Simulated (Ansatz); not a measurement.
The reference is LiH in the rock salt structure (space group Fm-3m, No. 225; a = 4.0039 Å). Axes: x, y, z lie along the cube axes.

Level of theory: r2SCAN (Ansatz, an electronic-structure program), without spin-orbit coupling, earlier PAW set.

A first run, uniaxial strain ε_yy = −0.84 %, gives secant values C11 ≈ 87 GPa and C12 ≈ 13 GPa from its stress. A second run applies isotropic strain +1.76 %.

Task: What does linear elasticity predict for the bulk modulus −ΔP/(ΔV/V₀) in the second run, and what does the run give?

Result: Linear elasticity: (C11 + 2 C12)/3 = 38 GPa. The run gives 32 GPa; any difference comes from nonlinear terms at these strains and numerical noise.

Stability against distortions was not tested.
